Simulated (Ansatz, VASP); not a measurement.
# Se (zigzag Se chain): VASP beside Ansatz

Wanted: the spread between two codes on one cell, functional and k mesh. The structure shown is the start of the Ansatz relaxation below; VASP solves that cell, so the two are compared at the walk's first step. Other levels of theory on this material are compared in a session of their own.

Main program and level: Ansatz 0.2.0; plane waves, with VASP 6.6.1 beside it; single point at r2SCAN.

**1. Set-up**

The cell holds 2 atoms: 2 Se. Cell: a = 9.000 Å, b = 7.500 Å, c = 4.026 Å, α = 90.0°, β = 90.0°, γ = 90.0°. Vacuum lies along a and b. The structure's axis is c.

As a file:

```cif
data_structure
_symmetry_space_group_name_H-M 'P 1'
_symmetry_Int_Tables_number 1
_cell_length_a 9.0000
_cell_length_b 7.5000
_cell_length_c 4.0262
_cell_angle_alpha 90.000
_cell_angle_beta 90.000
_cell_angle_gamma 90.000
_cell_volume 271.77
loop_
_atom_site_label
_atom_site_type_symbol
_atom_site_fract_x
_atom_site_fract_y
_atom_site_fract_z
_atom_site_occupancy
Se1 Se 0.44053 0.50000 0.00000 1
Se2 Se 0.55947 0.50000 0.50000 1
```

**2. Ansatz: relaxation, r2SCAN**

Ansatz runs on its default PAW (the set named soft_2) files.

The two programs are compared at the cell with which this relaxation starts, whose forces are those of its first step.

input.yaml reads:

```yaml
crystal:
  lattice:
    - [9.0, 0.0, 0.0]
    - [0.0, 7.5, 0.0]
    - [0.0, 0.0, 4.0262410234]
  atoms:
    - { symbol: Se, position: [0.440533602, 0.5, 0.0], spin: 0.3 }
    - { symbol: Se, position: [0.559466398, 0.5, 0.5], spin: 0.3 }
magnetization:
  spin_polarized: true
kpoints:
  mp_grid: { grid: [1, 1, 20] }
scf:
  occupations: { method: fermi_dirac, width: 0.05 }
hamiltonian:
  xc: r2scan
relax:
  cell: { fix: [a, b, alpha, beta, gamma] }
  max_steps: 60
```

Started as:

```bash
ansatz run input.yaml --threads 4 --pin off --max-ram 8192MiB --backend cpu --events-out ev --progress --plain --runs-dir out
```

Numbers of over 12 decimals in the logs are rounded to 6 here.

What it wrote:

```text
Engine: ansatz 0.2.0, aarch64-unknown-linux-gnu
Pseudopotentials: kind: paw
Pseudopotential: Se, paw, valence charge 16, recommended cutoff 500 eV (meta_gga), Se.paw.azcp
Functional definition: r2SCAN
  parameter k0 = 0.174
  parameter k1 = 0.065
  parameter a1 = 4.9479
  exchange = r2scan_x(k0 = k0, k1 = k1, a1 = a1)
  correlation = r2scan_c
Crystal: 2 atoms, lattice volume = 271.771 Å³
Basis set: ecut = 500 eV, 6929 PW (Γ), exchange–correlation on 288×240×120 points (64 copies of the dense FFT grid, shifted against one another)
Bands: 21, of which v1, the nominal top of the filled ones, is band 16 counted from 1 (15 counted from 0)
Symmetry: 8 space group operations
Space group: Pmma (ITA 51), of the structure as read, at distance tolerance 6.5e-5 Å
Magnetic group: BNS 51.289 (UNI 387), of the structure as read, at distance tolerance 6.5e-5 Å
k-points: 11 of 20
Non-local potential: Se, projectors of the file, l = 0: 2, l = 1: 2, l = 2: 3, l = 3: 1
PAW form: soft (Blöchl's): semilocal exchange-correlation on the pseudo side does not see the compensation charge
PAW frozen core: Se, regenerated for the run's functional (the file was generated under x = pbe(κ = 0.804, μ = 0.219515), c = pbe(β = 0.066725))
PAW one-centre angular grid: Se, 590 points (default); XC on 160 Gauss nodes
Initial density: superposition of atomic densities (neutral atoms: chi_scale 0, normalization atom)
Starting moments: Σ|m| = 0.6 μB on 2 of 2 sites
Initial wavefunctions: pseudopotential atomic-orbital guess
Functional: x = r2scan, c = r2scan; τ floored in thin density (d = 2e-4 eV/Å³)
iter 1 solved again at ethr=4.61e-4 eV; its pass at ethr=3.10e-3 eV (dr2=1.47e-1 eV) is discarded
SCF iter   1: F=—  HF=-10955.299124 eV  |F-HF|=—  |Δ(HF+E_count)|=         —  Δρ=1.13e-2 (↑1.13e-2 ↓1.09e-2)  dr2=1.47e-1  dr2_τ=1.73e-3  dr2_m=2.58e-1  M=0.026 μB ∫|m|=0.037 μB  β_m=0.30  ethr=4.61e-4  ⟨swp⟩=1.0  Hψ=3013  notcnv=0
preconditioner: auto → Resta (q_TF=auto, 1.910 Å⁻¹)  ε∞=1.5  [insulator: Δε(μ)=0.185 eV  Ē_g=9.428 eV  σ=0.050 eV  W_gap=0.73  n_scr=38 (ndim 8)  ℏωp=7.0 eV  f_vac=0.723  D(μ)=0.52/eV (n_scr^D=0)  ε∞_Penn≈1.5  vacuum switching on, ρ_ref=6.4e-3 e/Å³]
spin=Collinear: Resta preconditioning applied to the charge; magnetization (m = ρ↑ − ρ↓) channel mixes plain (no charge-response kernel on spin).
SCF iter   2: F=—  HF=-10955.326766 eV  |F-HF|=—  |Δ(HF+E_count)|=   2.76e-2  Δρ=8.02e-3 (↑8.02e-3 ↓7.63e-3)  dr2=7.21e-2  dr2_τ=2.56e-4  dr2_m=1.27e-1  M=0.016 μB ∫|m|=0.024 μB  β_m=0.30  ethr=4.60e-4  ⟨swp⟩=2.7  Hψ=588  notcnv=0  κ⁻¹=1.0e0(r=1)
SCF iter   3: F=—  HF=-10955.349266 eV  |F-HF|=—  |Δ(HF+E_count)|=   2.25e-2  Δρ=5.11e-3 (↑5.11e-3 ↓4.97e-3)  dr2=1.64e-3  dr2_τ=6.58e-5  dr2_m=6.27e-2  M=0.011 μB ∫|m|=0.019 μB  β_m=0.30  ethr=2.25e-4  ⟨swp⟩=2.3  Hψ=728  notcnv=0  κ⁻¹=2.9e-3(r=2)
SCF iter   4: F=—  HF=-10955.354907 eV  |F-HF|=—  |Δ(HF+E_count)|=   5.64e-3  Δρ=3.56e-3 (↑3.49e-3 ↓3.56e-3)  dr2=1.57e-4  dr2_τ=1.69e-5  dr2_m=3.09e-2  M=0.008 μB ∫|m|=0.014 μB  β_m=0.30  ethr=5.11e-6  ⟨swp⟩=2.0  Hψ=924  notcnv=0  κ⁻¹=5.3e-4(r=3)
SCF iter   5: F=—  HF=-10955.357860 eV  |F-HF|=—  |Δ(HF+E_count)|=   2.95e-3  Δρ=2.50e-3 (↑2.45e-3 ↓2.50e-3)  dr2=3.53e-5  dr2_τ=7.77e-6  dr2_m=1.52e-2  M=0.006 μB ∫|m|=0.011 μB  β_m=0.30  ethr=4.91e-7  ⟨swp⟩=2.0  Hψ=807  notcnv=0  κ⁻¹=2.0e-4(r=4)
SCF iter   6: F=—  HF=-10955.359361 eV  |F-HF|=—  |Δ(HF+E_count)|=   1.50e-3  Δρ=1.74e-3 (↑1.74e-3 ↓1.74e-3)  dr2=3.55e-6  dr2_τ=3.91e-6  dr2_m=7.52e-3  M=0.005 μB ∫|m|=0.009 μB  β_m=0.30  ethr=1.10e-7  ⟨swp⟩=2.5  Hψ=937  notcnv=0  κ⁻¹=2.4e-6(r=5)
SCF iter   7: F=—  HF=-10955.360072 eV  |F-HF|=—  |Δ(HF+E_count)|=   7.11e-4  Δρ=1.22e-3 (↑1.22e-3 ↓1.22e-3)  dr2=2.40e-7  dr2_τ=2.01e-6  dr2_m=3.71e-3  M=0.004 μB ∫|m|=0.007 μB  β_m=0.31  ethr=1.11e-8  ⟨swp⟩=2.0  Hψ=914  notcnv=0
Mixer restart at iter 7: flushing history
spin-set hold released at iteration 7 (site moments contracting): the magnetisation degrees of freedom join the quasi-Newton model from the next iteration; the mixer history was flushed
SCF iter   8: F=—  HF=-10955.360442 eV  |F-HF|=—  |Δ(HF+E_count)|=   3.69e-4  Δρ=8.42e-4 (↑8.42e-4 ↓8.39e-4)  dr2=1.11e-7  dr2_τ=1.04e-6  dr2_m=1.76e-3  M=0.003 μB ∫|m|=0.005 μB  β_m=0.38  ethr=3.13e-10  ⟨swp⟩=5.0  Hψ=1732  notcnv=0  κ⁻¹=1.0e0(r=1)
SCF iter   9: F=—  HF=-10955.360808 eV  |F-HF|=—  |Δ(HF+E_count)|=   3.66e-4  Δρ=2.85e-5 (↑2.77e-5 ↓2.85e-5)  dr2=2.53e-8  dr2_τ=1.32e-8  dr2_m=1.97e-6  M=0.000 μB ∫|m|=0.001 μB  β_m=0.52  ethr=3.13e-10  ⟨swp⟩=5.6  Hψ=1766  notcnv=0  κ⁻¹=3.9e-5(r=2)
SCF iter  10: F=—  HF=-10955.360813 eV  |F-HF|=—  |Δ(HF+E_count)|=   4.53e-6  Δρ=4.46e-6 (↑4.46e-6 ↓4.19e-6)  dr2=8.46e-9  dr2_τ=5.02e-10  dr2_m=4.50e-8  M=0.000 μB ∫|m|=0.000 μB  β_m=0.50  ethr=7.90e-11  ⟨swp⟩=5.0  Hψ=1687  notcnv=0  κ⁻¹=3.9e-6(r=3)
[...]
SCF 4 converged in 8 iterations: F = -10955.467843 eV  dr2 = 3.20e-11
relax step   4: F+E_penalty+E_count = -10955.46784251 eV  Δ(F+E_penalty+E_count) = -1.185e-4 eV  max|allowed force component| = 1.050e-2 eV/Å  Δτ_max = 0.0023 Å  P = +0.025 GPa  Ω = 269.705 Å³  energy of the carried Pulay correction = +1.625e-5 eV  fix = [a, b, alpha, beta, gamma]  reactions: a -0.010, b +0.072 GPa  (8 SCF iters, dr2 threshold 1.50e-8 eV, accepted)
[...]
relax step   5: F+E_penalty+E_count = -10955.46785720 eV  Δ(F+E_penalty+E_count) = -1.469e-5 eV  max|allowed force component| = 6.198e-3 eV/Å  Δτ_max = 0.0007 Å  P = +0.020 GPa  Ω = 269.880 Å³  energy of the carried Pulay correction = +1.488e-5 eV  fix = [a, b, alpha, beta, gamma]  reactions: a -0.007, b +0.071 GPa  (7 SCF iters, dr2 threshold 6.89e-9 eV, accepted)
[...]
relax step   6: F+E_penalty+E_count = -10955.46784180 eV  Δ(F+E_penalty+E_count) = +1.540e-5 eV  max|allowed force component| = 6.187e-3 eV/Å  Δτ_max = 0.0000 Å  P = +0.020 GPa  Ω = 269.880 Å³  fix = [a, b, alpha, beta, gamma]  reactions: a -0.007, b +0.071 GPa  stress off target by 4.64e-3 GPa on what of the cell is left free  SCF on the basis re-selected at this cell (its energy is not comparable with the rows above)  (4 SCF iters)
basis re-selected at this cell: Δ(F+E_penalty+E_count) = +1.540e-5 eV, ΔP = -0.000 GPa vs the last step (what re-selecting the basis moved, of the pressure what is left beyond the Pulay correction that the steps carried, after the strain that the cell walked since its last selection, with what the two solves' SCF thresholds leave and, on support functions, any second-order correction that the steps lacked; it is no m [...]
SCF converged after 4 iterations
Stability not checked: this state was not tested for a lower state beside it, because the mixer in use, unlike msr1, does not test its closes by its own steps (another_mixer; see scf.mixing.algorithm and scf.lower_state_search)
Magnetization: 0.0000 μB (16.0000 up, 16.0000 down)
Absolute magnetization: 0.0000 μB (∫|ρ↑−ρ↓|, with the PAW one-centre terms)
Spin contamination: 0.0000 ħ² per cell (⟨S²⟩ above its minimum at these occupations)
Per-site moments (μB) at R_I (Å): [(8.733643547107825e-9, 0.975089), (8.73364367376821e-9, 0.975089)]
Free energy (F): -10955.467842 eV
Harris-Foulkes:  -10955.467842 eV  (|F-HF|=3.64e-12)
Internal energy: -10955.458636 eV  (E = F + TS)
E sigma→0 (E₀):  -10955.463239 eV
Entropy (-TS):   -0.009206 eV (-4.603 meV/atom)
Fermi energy:    -2.653524 eV
--- Per-component energies (eV) ---
  E_band       = -1148.603745
  E_kinetic    = 233.627671
  E_local      = -10373.993004  (includes V_loc(G=0)·N_el)
  E_nonlocal   = -1187.924778
  E_hartree    = 4983.370899
  E_xc         = -193.730407
  E_vxc        = -209.148081  (∫ρ·V_xc dr)
  E_paw        = -3851.692732  (= ΣΔE_a)
  E_vpaw       = 410.485288  (= ΣTr[D̂ρ^β])
  E_aug_tail   = -0.000421  (compensation charges beyond the density's cutoff)
  E_vtau       = 11.607723  (kinetic-family band-sum trace: ∫τ·v_τ [+ j·A + Jᵃ·Aᵃ] dr)
  E_ewald      = -561.586324
  E_core_change = -3.529541  (= ΣΔE_core)
  E_smearing   = -0.009206  (= −TS)
  E_closure    = 0.000000  (closes the sum)
  Σ components = -10955.467842   (vs F -10955.467842, Δ=0.00e0)
--- Forces (eV/Å), atoms counted from 1 ---
  atom   1  Se     0.00618745    -0.00000000    -0.00000000
  atom   2  Se    -0.00618745     0.00000000     0.00000000
  max |Σ_I F_I| component: 0.00e0 eV/Å
--- Stress (GPa, compression-positive) ---
       -0.006865       0.000000       0.000000
        0.000000       0.071179       0.000000
        0.000000       0.000000      -0.004637
  P = ⅓ Tr σ = 0.0199 GPa (0.199 kbar)
--- Relaxed structure (5 steps of the walk, 5 accepted, 1 SCFs on fresh bases) ---
  F+E_penalty+E_count = -10955.46784180 eV   max|allowed force component| = 6.187e-3 eV/Å   (the final SCF, on the basis selected at the relaxed cell)
  cell:  # Å, volume = 269.8799 Å³
    - [9.0, 0.0, 0.0]
    - [0.0, 7.5, 0.0]
    - [0.0, 0.0, 3.998221]
  atoms:
    - { symbol: Se, position: [0.429917, 0.500000, 0.0] }
    - { symbol: Se, position: [0.570083, 0.500000, 0.500000] }
```

**3. VASP: single point, r2SCAN, start cell**

The same cell, functional, mesh and smearing now go to VASP, with its own data sets.

Lines of VASP's logs that name or quote its potential files are left out, and so is its time.

INCAR reads:

```
SYSTEM = Se
PREC = Accurate
ENCUT = 440
EDIFF = 1E-06
NELM = 200
ISMEAR = -1
SIGMA = 0.05
LREAL = .FALSE.
ALGO = Normal
METAGGA = R2SCAN
LASPH = .TRUE.
NBANDS = 13
ISPIN = 2
MAGMOM = 0 0
LORBIT = 11
LWAVE = .FALSE.
LCHARG = .FALSE.
ISIF = 2
GGA_COMPAT = .FALSE.
LMIXTAU = .TRUE.
KPAR = 2
```

POSCAR reads:

```
Se
1.0
    9.0000000000      0.0000000000      0.0000000000
    0.0000000000      7.5000000000      0.0000000000
    0.0000000000      0.0000000000      4.0262410000
Se
2
Direct
    0.4405335556      0.5000000000      0.0000000000
    0.5594664444      0.5000000000      0.5000001242
```

KPOINTS reads:

```
Automatic mesh
0
Gamma
1 1 20
0 0 0
```

Potentials, in the order of the species: Se (PBE family, release 64).

Started as:

```bash
mpirun -np 2 vasp_std
```

What it wrote:

```text
[banner, memory and clock lines left out]
running    2 mpi-ranks, on    1 nodes
 distrk:  each k-point on    1 cores,    2 groups
 distr:  one band on    1 cores,    1 groups

 POSCAR found type information on POSCAR Se
 POSCAR found :  1 types and       2 ions
|                                                                             |
|               ----> ADVICE to this user running VASP <----                  |
|                                                                             |
|     You enforced a specific xc type in the INCAR file but a different       |
|     [... a line on the potential file left out ...]
|     I HOPE YOU KNOW WHAT YOU ARE DOING!                                     |
|                                                                             |

 LDA part: xc-table for (None), standard interpolation
 POSCAR, INCAR and KPOINTS ok, starting setup
 FFT: planning ... GRIDC
 FFT: planning ... GRID_SOFT
 FFT: planning ... GRID
 WAVECAR not read
 entering main loop
       N       E                     dE             d eps       ncg     rms          rms(c)
DAV:   1     0.576973933322E+02    0.57697E+02   -0.33152E+03   572   0.537E+02
DAV:   2    -0.199381105010E+02   -0.77636E+02   -0.74272E+02   897   0.107E+02
DAV:   3    -0.298583579772E+02   -0.99202E+01   -0.98084E+01   827   0.486E+01
DAV:   4    -0.299951007661E+02   -0.13674E+00   -0.13670E+00   689   0.639E+00
DAV:   5    -0.299965418018E+02   -0.14410E-02   -0.14410E-02   884   0.623E-01    0.644E+00
DAV:   6    -0.292532327111E+02    0.74331E+00   -0.20982E-01   720   0.311E+00    0.441E+00
DAV:   7    -0.259027578560E+02    0.33505E+01   -0.12698E+00   650   0.555E+00    0.165E+00
DAV:   8    -0.271299220932E+02   -0.12272E+01   -0.38633E-01   627   0.395E+00    0.389E-01
DAV:   9    -0.271993651452E+02   -0.69443E-01   -0.12894E-02   692   0.576E-01    0.467E-01
DAV:  10    -0.276375151733E+02   -0.43815E+00   -0.12153E-01   582   0.226E+00    0.158E-01
DAV:  11    -0.277039741976E+02   -0.66459E-01   -0.20910E-02   592   0.114E+00    0.177E-01
DAV:  12    -0.277200320613E+02   -0.16058E-01   -0.47191E-03   582   0.592E-01    0.110E-01
DAV:  13    -0.277299229473E+02   -0.98909E-02   -0.71620E-03   572   0.604E-01    0.335E-02
DAV:  14    -0.277493382723E+02   -0.19415E-01   -0.22302E-02   572   0.108E+00    0.561E-02
[...]
DAV:  29    -0.277288532333E+02   -0.11838E-04   -0.59345E-06   598   0.200E-02    0.932E-04
DAV:  30    -0.277288567733E+02   -0.35400E-05   -0.18072E-06   577   0.151E-02    0.681E-04
DAV:  31    -0.277288588553E+02   -0.20820E-05   -0.30684E-06   572   0.153E-02    0.354E-04
DAV:  32    -0.277288574174E+02    0.14379E-05   -0.71842E-06   572   0.257E-02    0.399E-04
DAV:  33    -0.277288588210E+02   -0.14035E-05   -0.12717E-06   618   0.122E-02    0.223E-04
DAV:  34    -0.277288622656E+02   -0.34447E-05   -0.17108E-06   572   0.124E-02    0.211E-04
DAV:  35    -0.277288640292E+02   -0.17635E-05   -0.10071E-06   572   0.107E-02    0.180E-04
DAV:  36    -0.277288642138E+02   -0.18464E-06   -0.15188E-07   571   0.404E-03
   1 F= -.27728864E+02 E0= -.27727235E+02  d E =-.325913E-02  mag=    -0.0000
```

(Part 1 of 2 ends here.)

[Lines on the potential files, build, host, timing and source positions are cut from VASP's logs without a mark.]

[Logs are printed without paths, hosts, clocks, repeated set-up lines and the standing remarks that a program may print on its own settings, such as how far it seeks lower states.]

[Hosts, paths, dates, database ids (printed as entryN), source tags and the programs' standing remarks are cut or masked in the printed files.]
